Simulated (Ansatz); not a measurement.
Moving the functional in CuO

```
Cu O
1.0
     2.34185   -1.71130    0.00000
     2.34185    1.71130    0.00000
    -0.85003    0.00000    5.05787
Cu O
2 2
Cartesian
  0.7459 -0.8557 2.5289
  1.1709 0.8557 0.0000
  1.7043 0.2793 3.7934
  2.1293 -0.2793 1.2645
```

Kept alike: task equation of state; k mesh 10 × 10 × 5; occupations fermi-dirac, width 0.05 eV; no spin polarisation. Program: Ansatz, Ansatz PAW. Cutoffs run from 420 to 500 eV. The mesh is that of the run's cell of 4 atoms. No spin-orbit coupling.

| run | volume (Å³/atom) | bulk modulus (GPa) |
| --- | --- | --- |
| A | 10.063 | 187.0 |
| B | 9.621 | 208.5 |
| C | 10.473 | 161.6 |

The measured crystal is an antiferromagnetic insulator; a metallic or parallel state is the runs' own. Volume and modulus come from cells scaled at fixed shape and fractions; off cubic symmetry such a modulus can lie above the relaxed one. All rows use potentials made for PBE.

Problem. The runs differ in the functional (and the cutoff that goes with it) alone: LDA; PBE; r2SCAN. Which run is which?

Solution. Run A is r2SCAN; run B is LDA; run C is PBE. The volume runs from 9.621 (LDA) to 10.473 Å³/atom (PBE). From PBE: LDA -0.852; r2SCAN -0.410. The bulk modulus runs from 161.6 (PBE) to 208.5 GPa (LDA). From PBE: LDA +46.9; r2SCAN +25.4.
